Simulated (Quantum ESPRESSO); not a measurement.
# Hf (Im-3m) in Quantum ESPRESSO: settings compared

The runs below take Hf through phonon dispersion, with LDA, PBE, PBEsol.

Program: Quantum ESPRESSO 7.5. These are calculated values, not measurements. Logs are shortened: lines on timing, memory, paths and dates and some standing lists are left out, and cuts for length are marked.

## Step 1: The crystal as given

It takes space group Im-3m (No. 229, cubic). The conventional cell has a = 3.610 Å, b = 3.610 Å, c = 3.610 Å, α = 90.00°, β = 90.00°, γ = 90.00°. Hf (site symmetry m-3m) is surrounded by 8 Hf at 3.13 Å.

This isn't the form of Hf at room conditions, which is hcp.

## Step 2: Phonon dispersion, LDA

pw.in reads:

```
&CONTROL
  calculation = 'scf'
  prefix = 'pwscf'
  outdir = './tmp'
  pseudo_dir = './pseudo'
  tprnfor = .true.
  tstress = .true.
  disk_io = 'low'
/
&SYSTEM
  ibrav = 0
  nat = 1
  ntyp = 1
  ecutwfc = 45
  ecutrho = 360
  nbnd = 12
  occupations = 'smearing'
  smearing = 'mv'
  degauss = 0.01469973
/
&ELECTRONS
  conv_thr = 2d-10
  electron_maxstep = 120
  mixing_beta = 0.5
/
ATOMIC_SPECIES
Hf   178.4900 hf_lda_v1.uspp.F.UPF
CELL_PARAMETERS angstrom
  -1.8050000000    1.8050000000    1.8050000000
   1.8050000000   -1.8050000000    1.8050000000
   1.8050000000    1.8050000000   -1.8050000000
ATOMIC_POSITIONS angstrom
Hf     0.0000000000    0.0000000000    0.0000000000
K_POINTS automatic
10 10 10 0 0 0
```

relax.in reads:

```
&CONTROL
  calculation = 'vc-relax'
  prefix = 'pwscf'
  outdir = './tmp'
  pseudo_dir = './pseudo'
  tprnfor = .true.
  tstress = .true.
  disk_io = 'low'
  nstep = 40
  forc_conv_thr = 0.0001
  etot_conv_thr = 1d-06
/
&SYSTEM
  ibrav = 0
  nat = 1
  ntyp = 1
  ecutwfc = 45
  ecutrho = 360
  nbnd = 12
  occupations = 'smearing'
  smearing = 'mv'
  degauss = 0.01469973
/
&ELECTRONS
  conv_thr = 2d-10
  electron_maxstep = 120
  mixing_beta = 0.5
/
&IONS
  ion_dynamics = 'bfgs'
/
&CELL
  cell_dynamics = 'bfgs'
  press = 0
  press_conv_thr = 0.2
/
ATOMIC_SPECIES
Hf   178.4900 hf_lda_v1.uspp.F.UPF
CELL_PARAMETERS angstrom
  -1.8050000000    1.8050000000    1.8050000000
   1.8050000000   -1.8050000000    1.8050000000
   1.8050000000    1.8050000000   -1.8050000000
ATOMIC_POSITIONS angstrom
Hf     0.0000000000    0.0000000000    0.0000000000
K_POINTS automatic
10 10 10 0 0 0
```

scf2.in reads:

```
&CONTROL
  calculation = 'scf'
  prefix = 'pwscf'
  outdir = './tmp'
  pseudo_dir = './pseudo'
  tprnfor = .true.
  tstress = .true.
  disk_io = 'low'
/
&SYSTEM
  ibrav = 0
  nat = 1
  ntyp = 1
  ecutwfc = 45
  ecutrho = 360
  nbnd = 12
  occupations = 'smearing'
  smearing = 'mv'
  degauss = 0.01469973
/
&ELECTRONS
  conv_thr = 1d-13
  electron_maxstep = 120
  mixing_beta = 0.5
  startingpot = 'file'
  startingwfc = 'file'
/
ATOMIC_SPECIES
Hf   178.4900 hf_lda_v1.uspp.F.UPF
CELL_PARAMETERS angstrom
  -1.7234586102    1.7234586102    1.7234586102
   1.7234586102   -1.7234586102    1.7234586102
   1.7234586102    1.7234586102   -1.7234586102
ATOMIC_POSITIONS angstrom
Hf     0.0000000000    0.0000000000    0.0000000000
K_POINTS automatic
10 10 10 0 0 0
```

ph.in reads:

```
phonon_bands of Hf
&INPUTPH
  prefix = 'pwscf'
  outdir = './tmp'
  tr2_ph = 1d-18
  fildyn = 'dyn'
  niter_ph = 90
  alpha_mix(1) = 0.4
  ldisp = .true.
  nq1 = 2
  nq2 = 2
  nq3 = 2
/
```

q2r.in reads:

```
&INPUT
  fildyn = 'dyn'
  zasr = 'crystal'
  flfrc = 'fc'
/
```

matdyn.in reads:

```
&INPUT
  asr = 'crystal'
  flfrc = 'fc'
  flfrq = 'freq'
  q_in_cryst_coord = .true.
  flvec = ' '
/
80
 0.0000000000  0.0000000000  0.0000000000
 0.0312500000 -0.0312500000  0.0312500000
 0.0625000000 -0.0625000000  0.0625000000
 0.0937500000 -0.0937500000  0.0937500000
 0.1250000000 -0.1250000000  0.1250000000
 0.1562500000 -0.1562500000  0.1562500000
 0.1875000000 -0.1875000000  0.1875000000
 0.2187500000 -0.2187500000  0.2187500000
 0.2500000000 -0.2500000000  0.2500000000
 0.2812500000 -0.2812500000  0.2812500000
 0.3125000000 -0.3125000000  0.3125000000
 0.3437500000 -0.3437500000  0.3437500000
 0.3750000000 -0.3750000000  0.3750000000
 0.4062500000 -0.4062500000  0.4062500000
 0.4375000000 -0.4375000000  0.4375000000
 0.4687500000 -0.4687500000  0.4687500000
 0.5000000000 -0.5000000000  0.5000000000
 0.4545454545 -0.4545454545  0.5000000000
 0.4090909091 -0.4090909091  0.5000000000
 0.3636363636 -0.3636363636  0.5000000000
 0.3181818182 -0.3181818182  0.5000000000
 0.2727272727 -0.2727272727  0.5000000000
 0.2272727273 -0.2272727273  0.5000000000
 0.1818181818 -0.1818181818  0.5000000000
 0.1363636364 -0.1363636364  0.5000000000
 0.0909090909 -0.0909090909  0.5000000000
 0.0454545455 -0.0454545455  0.5000000000
 0.0000000000  0.0000000000  0.5000000000
 0.0000000000  0.0000000000  0.4583333333
 0.0000000000  0.0000000000  0.4166666667
 0.0000000000  0.0000000000  0.3750000000
 0.0000000000  0.0000000000  0.3333333333
 0.0000000000  0.0000000000  0.2916666667
 0.0000000000  0.0000000000  0.2500000000
 0.0000000000  0.0000000000  0.2083333333
 0.0000000000  0.0000000000  0.1666666667
 0.0000000000  0.0000000000  0.1250000000
 0.0000000000  0.0000000000  0.0833333333
 0.0000000000  0.0000000000  0.0416666667
 0.0000000000  0.0000000000  0.0000000000
 0.0166666667  0.0166666667  0.0166666667
 0.0333333333  0.0333333333  0.0333333333
 0.0500000000  0.0500000000  0.0500000000
 0.0666666667  0.0666666667  0.0666666667
 0.0833333333  0.0833333333  0.0833333333
 0.1000000000  0.1000000000  0.1000000000
 0.1166666667  0.1166666667  0.1166666667
 0.1333333333  0.1333333333  0.1333333333
 0.1500000000  0.1500000000  0.1500000000
 0.1666666667  0.1666666667  0.1666666667
 0.1833333333  0.1833333333  0.1833333333
 0.2000000000  0.2000000000  0.2000000000
 0.2166666667  0.2166666667  0.2166666667
 0.2333333333  0.2333333333  0.2333333333
 0.2500000000  0.2500000000  0.2500000000
 0.2666666667  0.2000000000  0.2666666667
 0.2833333333  0.1500000000  0.2833333333
 0.3000000000  0.1000000000  0.3000000000
 0.3166666667  0.0500000000  0.3166666667
 0.3333333333  0.0000000000  0.3333333333
 0.3500000000 -0.0500000000  0.3500000000
 0.3666666667 -0.1000000000  0.3666666667
 0.3833333333 -0.1500000000  0.3833333333
 0.4000000000 -0.2000000000  0.4000000000
 0.4166666667 -0.2500000000  0.4166666667
 0.4333333333 -0.3000000000  0.4333333333
 0.4500000000 -0.3500000000  0.4500000000
 0.4666666667 -0.4000000000  0.4666666667
 0.4833333333 -0.4500000000  0.4833333333
 0.5000000000 -0.5000000000  0.5000000000
 0.2500000000  0.2500000000  0.2500000000
 0.2222222222  0.2222222222  0.2777777778
 0.1944444444  0.1944444444  0.3055555556
 0.1666666667  0.1666666667  0.3333333333
 0.1388888889  0.1388888889  0.3611111111
 0.1111111111  0.1111111111  0.3888888889
 0.0833333333  0.0833333333  0.4166666667
 0.0555555556  0.0555555556  0.4444444444
 0.0277777778  0.0277777778  0.4722222222
 0.0000000000  0.0000000000  0.5000000000
```

matdyn_dos.in reads:

```
&INPUT
  asr = 'crystal'
  flfrc = 'fc'
  dos = .true.
  fldos = 'phdos'
  nk1 = 15
  nk2 = 15
  nk3 = 15
  deltaE = 0.5
  flvec = ' '
  flfrq = ' '
/
```

matdyn_mesh.in reads:

```
&INPUT
  asr = 'crystal'
  flfrc = 'fc'
  flfrq = 'mesh'
  q_in_cryst_coord = .true.
  flvec = ' '
/
1000
 0.05000000  0.05000000  0.05000000
 0.05000000  0.05000000  0.15000000
 0.05000000  0.05000000  0.25000000
[... 997 further points of the even 10 x 10 x 10 mesh, shifted by half a step ...]
```

Potentials or basis: GBRV 1.5 LDA.

Started as:

```bash
> OMP_NUM_THREADS=1 pw.x -in pw.in > pw.out
> OMP_NUM_THREADS=1 pw.x -in relax.in > relax.out
> OMP_NUM_THREADS=1 pw.x -in scf2.in > scf2.out
> OMP_NUM_THREADS=1 ph.x -in ph.in > ph.out
> OMP_NUM_THREADS=1 q2r.x -in q2r.in > q2r.out
> OMP_NUM_THREADS=1 matdyn.x -in matdyn.in > matdyn.out
> OMP_NUM_THREADS=1 matdyn.x -in matdyn_dos.in > matdyn_dos.out
> OMP_NUM_THREADS=1 matdyn.x -in matdyn_mesh.in > matdyn_mesh.out
```

pw.out:

```text
This program is part of the open-source Quantum ESPRESSO suite
     for quantum simulation of materials; please cite
[... 9 lines left out ...]
     --------------------
     sticks:   dense  smooth     PW     G-vecs:    dense   smooth      PW
     Sum         941     471    173                18245     6531    1505

     Using Slab Decomposition

     bravais-lattice index     =            0
     lattice parameter (alat)  =       5.9079  a.u.
     unit-cell volume          =     158.7407 (a.u.)^3
     number of atoms/cell      =            1
     number of atomic types    =            1
     number of electrons       =        12.00
     number of Kohn-Sham states=           12
     kinetic-energy cutoff     =      45.0000  Ry
     charge density cutoff     =     360.0000  Ry
     scf convergence threshold =      2.0E-10
     mixing beta               =       0.5000
     number of iterations used =            8  plain     mixing
     Exchange-correlation= SLA  PZ   NOGX NOGC
                           (   1   1   0   0   0   0   0)

     celldm(1)=   5.907948  celldm(2)=   0.000000  celldm(3)=   0.000000
     celldm(4)=   0.000000  celldm(5)=   0.000000  celldm(6)=   0.000000

     crystal axes: (cart. coord. in units of alat)
               a(1) = (  -0.577350   0.577350   0.577350 )
               a(2) = (   0.577350  -0.577350   0.577350 )
               a(3) = (   0.577350   0.577350  -0.577350 )

     reciprocal axes: (cart. coord. in units 2 pi/alat)
               b(1) = ( -0.000000  0.866025  0.866025 )
               b(2) = (  0.866025 -0.000000  0.866025 )
               b(3) = (  0.866025  0.866025  0.000000 )

     PseudoPot. # 1 for Hf read from file:
     hf_lda_v1.uspp.F.UPF
     Pseudo is Ultrasoft + core correction, Zval = 12.0
     Generated by new atomic code, or converted to UPF format
     Using radial grid of  921 points,  8 beta functions with:
                l(1) =   0
                l(2) =   0
                l(3) =   0
                l(4) =   1
                l(5) =   1
                l(6) =   2
                l(7) =   2
                l(8) =   3
     Q(r) pseudized with  6 coefficients,  rinner =    1.200   1.200   1.200
                                                       1.200   1.200   1.200
                                                       1.200

     atomic species   valence    mass     pseudopotential
     Hf               12.00   178.49000     Hf( 1.00)

     48 Sym. Ops., with inversion, found

   Cartesian axes

     site n.     atom                  positions (alat units)
         1        Hf     tau(   1) = (   0.0000000   0.0000000   0.0000000  )

     number of k points=    47  Marzari-Vanderbilt smearing, width (Ry)=  0.0147
                       cart. coord. in units 2pi/alat
        k(    1) = (   0.0000000   0.0000000   0.0000000), wk =   0.0020000
        k(    2) = (   0.0866025   0.0866025   0.0000000), wk =   0.0240000
        k(    3) = (   0.1732051   0.1732051   0.0000000), wk =   0.0240000
        k(    4) = (   0.2598076   0.2598076   0.0000000), wk =   0.0240000
        k(    5) = (   0.3464102   0.3464102   0.0000000), wk =   0.0240000
        k(    6) = (  -0.4330127  -0.4330127   0.0000000), wk =   0.0120000
[... 39 lines left out ...]
        k(   46) = (  -0.8660254  -0.0866025  -0.0866025), wk =   0.0240000
        k(   47) = (  -0.8660254  -0.8660254  -0.8660254), wk =   0.0020000

     Dense  grid:    18245 G-vectors     FFT dimensions: (  36,  36,  36)

     Smooth grid:     6531 G-vectors     FFT dimensions: (  25,  25,  25)

     Initial potential from superposition of free atoms

     starting charge      10.0000, renormalised to      12.0000

     negative rho (up, down):  1.291E-01 0.000E+00
     Starting wfcs are   13 randomized atomic wfcs

     Self-consistent Calculation

     iteration #  1     ecut=    45.00 Ry     beta= 0.50
     Davidson diagonalization with overlap
     ethr =  1.00E-02,  avg # of iterations =  3.6

     negative rho (up, down):  1.128E-01 0.000E+00

     total energy              =    -158.38190734 Ry
     estimated scf accuracy    <       2.49703089 Ry

     iteration #  2     ecut=    45.00 Ry     beta= 0.50
     Davidson diagonalization with overlap
     ethr =  1.00E-02,  avg # of iterations =  2.0
[... 60 lines left out ...]
     iteration #  9     ecut=    45.00 Ry     beta= 0.50
     Davidson diagonalization with overlap
     ethr =  4.82E-12,  avg # of iterations =  1.8

     negative rho (up, down):  1.120E-01 0.000E+00

     End of self-consistent calculation

          k = 0.0000 0.0000 0.0000 (   791 PWs)   bands (ev):

   -48.3511 -16.6567 -16.6567 -16.6567   6.4258  14.6951  14.6951  14.6951
    17.3467  17.3467  26.3100  26.3100

          k = 0.0866 0.0866 0.0000 (   813 PWs)   bands (ev):

   -48.3460 -16.7277 -16.6793 -16.6570   6.7723  14.4643  14.5920  15.0364
    17.0195  17.3483  26.6073  26.9396
[... 8 lines left out ...]
   -48.3156 -17.1248 -16.8090 -16.6582   8.9499  13.3628  13.6022  17.0103
    17.5706  17.6101  25.5494  25.8239

          k = 0.3464 0.3464 0.0000 (   806 PWs)   bands (ev):

   -48.3019 -17.2937 -16.8659 -16.6588   9.8225  12.9618  13.7956  17.2120
    17.9153  19.3653  23.5801  24.1413

          k =-0.4330-0.4330 0.0000 (   814 PWs)   bands (ev):

   -48.2967 -17.3571 -16.8875 -16.6591  10.0426  12.8190  14.2660  17.1311
    18.0849  20.3981  22.6846  23.5612

          k = 0.1732 0.0866 0.0866 (   811 PWs)   bands (ev):

   -48.3366 -16.8524 -16.7043 -16.6739   7.4251  14.1496  14.2062  15.7475
    16.6374  17.4970  27.1148  27.6941

          k = 0.2598 0.1732 0.0866 (   814 PWs)   bands (ev):
[... 71 lines left out ...]
   -48.3276 -16.9090 -16.7615 -16.7133   8.0403  14.2003  14.2149  15.7422
    15.9191  17.9765  26.9382  28.2021

          k = 0.5196 0.3464 0.3464 (   814 PWs)   bands (ev):

   -48.2929 -17.1011 -17.1011 -16.8058  11.9394  12.8248  12.8248  18.0250
    18.0250  19.2075  23.5180  23.5180

          k =-0.0000-0.1732 0.3464 (   822 PWs)   bands (ev):

   -48.3112 -17.1151 -16.8339 -16.7115   9.2555  13.5062  13.6754  16.1031
    17.4538  18.0597  24.9606  27.2023

          k = 0.0866-0.0866 0.3464 (   814 PWs)   bands (ev):

   -48.3131 -17.0468 -16.8304 -16.7493   9.1123  13.5699  14.0868  15.5517
    16.9439  18.1430  25.3992  28.5330

          k = 0.0000-0.2598 0.4330 (   809 PWs)   bands (ev):
[... 36 lines left out ...]
   -48.2937 -17.1140 -16.9946 -16.8980  12.2937  12.5433  12.9252  18.0894
    18.2098  18.8280  23.2249  24.4897

          k = 0.0000 0.0000 0.3464 (   819 PWs)   bands (ev):

   -48.3152 -16.9427 -16.8232 -16.8232   8.9071  14.2368  14.6704  14.6704
    16.0145  18.2070  25.9232  29.4610

          k =-0.0000-0.0866 0.4330 (   807 PWs)   bands (ev):

   -48.2997 -17.0922 -16.8982 -16.8451  10.0375  13.1603  14.5312  15.2503
    17.2387  17.9633  25.1226  28.6824

          k = 0.0000-0.1732 0.5196 (   805 PWs)   bands (ev):

   -48.2872 -17.2333 -16.9581 -16.8385  10.9195  12.6393  14.2562  15.4959
    18.3603  19.0179  23.8258  26.6952

          k = 0.0866-0.0866 0.5196 (   803 PWs)   bands (ev):
[... 11 lines left out ...]
   -48.2780 -17.2327 -17.0561 -16.8748  11.5632  12.1825  14.0091  16.1541
    18.3746  20.6176  22.3761  24.8861

          k =-0.6928-0.1732-0.1732 (   802 PWs)   bands (ev):

   -48.2744 -17.1685 -17.1685 -16.8772  11.9708  11.9708  13.5021  17.6820
    17.6820  21.0853  22.8861  22.8861

          k =-0.0000-0.0000 0.5196 (   799 PWs)   bands (ev):

   -48.2855 -17.0929 -16.9765 -16.9765  10.8883  12.4585  15.4690  15.4690
    17.4509  17.4574  26.0730  27.2935

          k = 0.0000-0.0866 0.6062 (   803 PWs)   bands (ev):

   -48.2740 -17.1795 -17.0390 -16.9932  11.3988  11.8617  15.7127  15.7129
    18.1974  18.7878  24.2084  25.1920

          k =-0.8660-0.1732-0.1732 (   806 PWs)   bands (ev):
[... 16 lines left out ...]
   -48.2592 -17.1724 -17.1278 -17.1074  11.1085  11.1353  17.4858  17.6736
    19.6989  20.1252  21.3240  22.0419

          k =-0.8660-0.8660-0.8660 (   856 PWs)   bands (ev):

   -48.2552 -17.1527 -17.1527 -17.1527  10.9175  10.9175  19.6309  19.6309
    19.6309  20.1363  20.1363  20.1363

     the Fermi energy is    13.2699 ev

!    total energy              =    -158.55852801 Ry
     estimated scf accuracy    <          4.8E-11 Ry
     smearing contrib. (-TS)   =       0.00038861 Ry
     internal energy E=F+TS    =    -158.55891662 Ry

     The total energy is F=E-TS. E is the sum of the following terms:
     one-electron contribution =     -20.81960699 Ry
     hartree contribution      =      14.28411641 Ry
     xc contribution           =     -75.20483475 Ry
     ewald contribution        =     -76.81859129 Ry

     convergence has been achieved in   9 iterations

     negative rho (up, down):  1.120E-01 0.000E+00

     Forces acting on atoms (cartesian axes, Ry/au):

     atom    1 type  1   force =     0.00000000    0.00000000    0.00000000

     Total force =     0.000000     Total SCF correction =     0.000000

     Computing stress (Cartesian axis) and pressure

     negative rho (up, down):  1.120E-01 0.000E+00
          total   stress  (Ry/bohr**3)                   (kbar)     P=     -126.90
  -0.00086266   0.00000000  -0.00000000         -126.90        0.00       -0.00
   0.00000000  -0.00086266  -0.00000000            0.00     -126.90       -0.00
  -0.00000000  -0.00000000  -0.00086266           -0.00       -0.00     -126.90

=------------------------------------------------------------------------------=
   JOB DONE.
=------------------------------------------------------------------------------=
```

Run time: 3.9 min. Hardware: 1 thread of Arm Neoverse V2, shared host; peak memory 0.16 GiB.

Results:

```
Free energy                            : -2157.4282 eV
Relaxed volume                         : 20.48 Å³/atom
Relaxed cell                           : a = 2.985 Å, b = 2.985 Å, c = 2.985 Å, α = 109.47°, β = 109.47°, γ = 109.47°
Space group after relaxing (to 0.05 Å) : Im-3m (No. 229)
Pressure after relaxing                : -0.3 GPa
Band gap on the k mesh                 : none (metal or under the smearing width)
Highest phonon frequency               : 146 cm⁻¹
Most unstable mode                     : 79i cm⁻¹
```

The path:
```
step  energy change (eV)  largest force (eV/Å)  pressure (GPa)  volume (Å³)
   1              0.0000                0.0000          -12.69        23.52
   2             -0.0949                0.0000           -7.51        22.03
   3             -0.1317                0.0000            1.70        20.18
   4             -0.1332                0.0000           -0.13        20.50
   5             -0.1332                0.0000            0.00        20.48
```

Final structure:
```
CELL_PARAMETERS angstrom
-1.72346 1.72346 1.72346
1.72346 -1.72346 1.72346
1.72346 1.72346 -1.72346
ATOMIC_POSITIONS crystal
Hf 0.00000 0.00000 0.00000
```

Levels at points of the mesh, in eV from the Fermi level:
```
              k point  band 3  band 4  band 5  band 6  band 7  band 8  band 9  band 10
   (0.00, 0.00, 0.00)  -29.43  -29.43   -7.32    1.50    1.50    1.50    4.56     4.56
  (0.00, 0.00, -0.50)  -29.79  -29.44   -3.69   -0.73    1.51    4.42    5.52     8.36
(-0.50, -0.50, -0.50)  -30.20  -30.20   -3.00   -3.00    7.40    7.40    7.40     7.95
```

Phonon frequencies in cm⁻¹ (negative: imaginary):
```csv
q point,frequencies
"(0.000, 0.000, 0.000)",0 0 0
"(0.219, -0.219, 0.219)",47 83 83
"(0.438, -0.438, 0.438)",140 143 143
"(0.273, -0.273, 0.500)",98 124 130
"(0.000, 0.000, 0.458)",-78 84 103
"(0.000, 0.000, 0.167)",-39 43 52
"(0.050, 0.050, 0.050)",-16 -16 46
"(0.167, 0.167, 0.167)",-37 -37 90
"(0.283, 0.150, 0.283)",-47 53 53
"(0.400, -0.200, 0.400)",90 124 124
"(0.250, 0.250, 0.250)",25 25 25
"(0.056, 0.056, 0.444)",-77 80 101
```

Phonon frequencies at the corners of the path (cm⁻¹, interpolated; i marks imaginary ones):
```tsv
point	frequencies
Γ	0 0 0
H	146 146 146
N	79i 85 104
P	25 25 25
```

Caveat: the mesh is thin for the phonons of a metal; some modes are imaginary. Spin-orbit coupling is left out, which matters for the levels of Hf.

(Continued in part 2 of 3.)
